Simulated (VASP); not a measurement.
# Mg (P6/mmm) in VASP: a series of runs

The runs below take Mg through single point, with r2SCAN.

Everything below comes from runs of VASP 6.6.1. Logs are shortened: lines on timing, memory, paths and dates and some standing lists are left out, and cuts for length are marked.

### 1 Starting point

It takes space group P6/mmm (No. 191, hexagonal). The conventional cell has a = 3.050 Å, b = 3.050 Å, c = 3.045 Å, α = 90.00°, β = 90.00°, γ = 120.00°. Mg (site symmetry 6/mmm) has 8 Mg at 3.04 to 3.05 Å as nearest neighbours.

This isn't the form of Mg at room conditions, which is hcp.

### 2 Single point, r2SCAN

Input file INCAR:

```
ADDGRID = False
ALGO = Normal
EDIFF = 1E-6
ENCUT = 600
ISIF = 2
ISMEAR = 1
LASPH = True
LCHARG = False
LMIXTAU = True
LREAL = False
LWAVE = False
METAGGA = R2SCAN
NELM = 100
PREC = Accurate
SIGMA = 0.2
```

Input file KPOINTS:

```
k-points
0
Gamma
  4 4 4
```

Input file POSCAR:

```
Mg
1.0
    3.1430880000     -0.0084060000     -0.0278050000
   -1.5788240000      2.6046760000      0.0276970000
   -0.0277550000      0.0158990000      3.0020770000
Mg
1
Direct
   -0.0144770000      0.0117080000      0.0082640000
```

Potentials or basis: VASP PAW PBE potentials, release 64 (Mg).

Started as:

```console
> cat potpaw_PBE.64/Mg/POTCAR > POTCAR
> mpirun -np 1 vasp_std > vasp.out
```

OUTCAR:

```text
EDIFF = 1E-6
   ENCUT = 600
   ISIF = 2
   ISMEAR = 1
   LASPH = True
   LREAL = False
   METAGGA = R2SCAN
   NELM = 100
   PREC = Accurate

 Found     36 irreducible k-points:

 Following reciprocal coordinates:
            Coordinates               Weight
  0.000000  0.000000  0.000000      1.000000
  0.250000  0.000000 -0.000000      2.000000
  0.500000  0.000000 -0.000000      1.000000
  0.000000  0.250000  0.000000      2.000000
  0.250000  0.250000 -0.000000      2.000000
  0.500000  0.250000 -0.000000      2.000000
   k-points           NKPTS =     36   k-points in BZ     NKDIM =     36   number of bands    NBANDS=      5
   number of dos      NEDOS =    301   number of ions     NIONS =      1
   total plane-waves  NPLWV =  16128
   dimension x,y,z NGX =    28 NGY =   24 NGZ =   24
   dimension x,y,z NGXF=    56 NGYF=   48 NGZF=   48
   ions per type =               1
   NGX,Y,Z   is equivalent  to a cutoff of  14.81, 13.10, 13.29 a.u.
   NGXF,Y,Z  is equivalent  to a cutoff of  29.62, 26.20, 26.58 a.u.
 SYSTEM =  unknown system
   PREC   = accura    normal or accurate (medium, high low for compatibility)
   ISTART =      0    job   : 0-new  1-cont  2-samecut
   ICHARG =      2    charge: 1-file 2-atom 10-const
   ISPIN  =      1    spin polarized calculation?
   LNONCOLLINEAR =      F non collinear calculations
   LSORBIT =      F    spin-orbit coupling
   LASPH  =      T    aspherical Exc in radial PAW
   ENCUT  =  600.0 eV  44.10 Ry    6.64 a.u.   6.28  6.08  6.00*2*pi/ulx,y,z
   NELM   =    100;   NELMIN=  2; NELMDL= -5     # of ELM steps
   EDIFF  = 0.1E-05   stopping-criterion for ELM
   LREAL  =      F    real-space projection
   EDIFFG = 0.1E-04   stopping-criterion for IOM
   NSW    =      0    number of steps for IOM
   IBRION =     -1    ionic relax: 0-MD 1-quasi-New 2-CG
   NFREE  =      0    steps in history (QN), initial steepest desc. (CG)
   ISIF   =      2    stress and relaxation
   ISYM   =      2    0-nonsym 1-usesym 2-fastsym
   POTIM  = 0.5000    time-step for ionic-motion
   TEBEG  =    0.0;   TEEND  =   0.0 temperature during run
   PSTRESS=    0.0 pullay stress
   NELECT =       2.0000    total number of electrons
   NUPDOWN=      -1.0000    fix difference up-down
   EMIN   =  10.00;   EMAX   =-10.00  energy-range for DOS
   EFERMI =   0.00;   METHOD = LEGACY
   ISMEAR =     1;   SIGMA  =   0.20  broadening in eV -4-tet -1-fermi 0-gaus
   EFERMI_NEDOS =   21; number of points for ismear=-14 and -15
   IALGO  =     38    algorithm
   IMIX   =      4    mixing-type and parameters
     AMIX     =   0.40;   BMIX     =  1.00
     AMIX_MAG =   1.60;   BMIX_MAG =  1.00
  volume/ion in A,a.u.               =      24.53       165.57
  Fermi-wavevector in a.u.,A,eV,Ry     =   0.709836  1.341396  6.855535  0.503868
  Thomas-Fermi vector in A             =   1.796524
   LORBIT       =      0    0 simple, 1 ext, 2 COOP (PROOUT), +10 PAW based schemes
   METAGGA = R2SCAN    functional components
   LHFCALC =     F    Hartree Fock is set to
   AEXX    =    0.0000 exact exchange contribution
   IVDW    =     0    specifies the selected vdW correction
   LEPSILON=     F    determine dielectric tensor
   LRPA    =     F    only Hartree local field effects (RPA)
 non-spin polarized calculation
 Methfessel and Paxton  Order N= 1 SIGMA  =   0.20
  energy-cutoff  :      600.00
  volume of cell :       24.53
 maximum number of plane-waves:       832
 NGX is ok and might be reduce to    28

 number of electron       2.0000000 magnetization

 Free energy of the ion-electron system (eV)
  ---------------------------------------------------
  ext. energy  EPLUGINS =         0.00000000
  ---------------------------------------------------
  free energy    TOTEN  =        -3.98025084 eV

  energy without entropy =       -3.98104395  energy(sigma->0) =       -3.98051521

 E-fermi :   1.6261     XC(G=0):  -8.8318

 val. band max:        1.4023907960   @ k =   0.0000   0.5000   0.0000
 cond. band min:       1.6404839899   @ k =  -0.0000   0.5000   0.2500
 fundamental gap:      0.2380931939
 Fermi energy:         1.6260840184

 k-point     1 :       0.0000    0.0000    0.0000
  band No.  band energies     occupation
      1      -4.8273      2.00000
      2      11.0868      0.00000
      3      12.2468      0.00000
      4      14.8853      0.00000
      5      16.1051      0.00000

 k-point     2 :       0.2500    0.0000   -0.0000
  band No.  band energies     occupation
      1      -3.4355      2.00000
      2       7.1396      0.00000
      3      11.5447      0.00000
      4      12.8459      0.00000
      5      13.4109      0.00000

 k-point     3 :       0.5000    0.0000   -0.0000
  band No.  band energies     occupation
      1       0.3697      2.00000
      2       0.9418      2.00001
      3      11.2050      0.00000
      4      11.6530      0.00000
      5      16.4912      0.00000

 k-point     4 :       0.0000    0.2500    0.0000
  band No.  band energies     occupation
      1      -3.3466      2.00000
      2       7.8816      0.00000
      3      11.2222      0.00000
      4      11.7680      0.00000
      5      13.4799      0.00000

 k-point     5 :       0.2500    0.2500   -0.0000
  band No.  band energies     occupation
      1      -0.5323      2.00000
      2       4.2855     -0.00000
      3       5.3011     -0.00000
      4      15.8922      0.00000
      5      16.2525      0.00000

 k-point     6 :       0.5000    0.2500   -0.0000
  band No.  band energies     occupation
      1      -0.8227      2.00000
      2       4.3913     -0.00000
      3       5.3700     -0.00000
      4      15.5646      0.00000
      5      16.3491      0.00000

 [... further k-points ...]
[... 5 lines left out ...]
  --------------------------------------------------------------------------------------
  -------------------------------------------------------------------------------------
  Total       -0.5302719      0.0269062      0.2137992      0.0555997      0.0116219     -0.0711001
  in kB      -34.6281517      1.7570485     13.9616491      3.6308094      0.7589411     -4.6430252
  external PRESSURE =      -6.3031514 kB  Pullay stress =       0.0000000 kB

 VOLUME and BASIS-vectors are now :
 -----------------------------------------------------------------------------
  energy-cutoff  :      600.00
  volume of cell :       24.53
      direct lattice vectors                 reciprocal lattice vectors
     3.143088000 -0.008406000 -0.027805000     0.318692044  0.193154686  0.001923445
    -1.578824000  2.604676000  0.027697000     0.001010546  0.384559010 -0.002027282
    -0.027755000  0.015899000  3.002077000     0.002942377 -0.001758937  0.333139234

 POSITION                                       TOTAL-FORCE (eV/Angst)
 -----------------------------------------------------------------------------------
      3.07887      0.02234     -0.00227        -0.000000      0.000000      0.000000
 -----------------------------------------------------------------------------------
    total drift:                               -0.000096     -0.000076      0.000201

  FREE ENERGIE OF THE ION-ELECTRON SYSTEM (eV)
  ---------------------------------------------------
  free  energy   TOTEN  =        -3.9802508404 eV

  energy  without entropy=       -3.9810439450  energy(sigma->0) =       -3.98051521
```

Run time: 11 s. Hardware: 1 thread of Intel Xeon 6975P-C (Granite Rapids), shared host; peak memory 0.14 GiB.

These settings aren't checked as converged: the numbers below hold their error.

Results:

| Property | Result |
| --- | --- |
| Free energy | -3.9803 eV |
| Pressure | -0.6 GPa |
| Band gap on the k mesh | none (metal or under the smearing width) |

Caveat: the k mesh is coarse (spacing up to 0.60 Å⁻¹), so the values aren't converged; the PAW data sets were made with another functional, which shifts forces and pressure a little.

### 3 Single point, r2SCAN

This run uses another cell than the first one, of the same volume but with other edges.

INCAR: that of step 2 with these lines changed.

```diff
@@ -3,3 +3,3 @@
 EDIFF = 1E-6
-ENCUT = 600
+ENCUT = 300
 ISIF = 2
```

Input file KPOINTS:

```
k-points
0
Gamma
  7 7 6
```

Input file POSCAR:

```
Mg
1.0
    3.0502998005      0.0000000000      0.0000000000
   -1.5251499003      2.6416371164      0.0000000000
    0.0000000000      0.0000000000      3.0448375700
Mg
1
Direct
    0.0000000000      0.0000000000      0.0000000000
```

Potentials or basis: VASP PAW PBE potentials, release 64 (Mg).

Started as:

```console
> cat potpaw_PBE.64/Mg/POTCAR > POTCAR
> mpirun -np 1 vasp_std > vasp.out
```

It took 7.1 s on 1 thread of Intel Xeon 6975P-C (Granite Rapids), shared host; peak memory 0.11 GiB.

The run converged, but some of its settings lie outside the range that counts as converged, so its numbers aren't taken as properties of the crystal.

Results:

```
Free energy            : -3.8675 eV
Pressure               : 0.9 GPa
Band gap on the k mesh : none (metal or under the smearing width)
```

Caveat: the PAW data sets were made with another functional, which shifts forces and pressure a little.

### 4 Single point, r2SCAN

INCAR is that of step 3.

KPOINTS is that of step 3.

Input file POSCAR:

```
Mg
1.0
    3.1430880000     -0.0084060000     -0.0278050000
   -1.5788240000      2.6046760000      0.0276970000
   -0.0277550000      0.0158990000      3.0020770000
Mg
1
Direct
   -0.0144770000      0.0117080000      0.0082640000
```

Started as:

```console
> cat potpaw_PBE.64/Mg/POTCAR > POTCAR
> mpirun -np 1 vasp_std > vasp.out
```

Wall time 18 s (1 thread of Intel Xeon 6975P-C (Granite Rapids), shared host); peak memory 0.12 GiB.

The run converged, but some of its settings lie outside the range that counts as converged, so its numbers aren't taken as properties of the crystal.

Results:

| Item | Value |
| --- | --- |
| Free energy | -3.8740 eV |
| Pressure | 0.4 GPa |
| Band gap on the k mesh | none (metal or under the smearing width) |

Caveat: the PAW data sets were made with another functional, which shifts forces and pressure a little.

### 5 The reference run

An earlier run on the cell as given: functional PBE; potentials or basis VASP PAW PBE potentials, release 64 (Mg); cutoff 520 eV; k mesh 10 × 10 × 9; occupations fermi-dirac, width 0.05 eV; no spin polarisation.

* Pressure: 1.1 GPa
* Band gap on the k mesh: none (metal or under the smearing width)
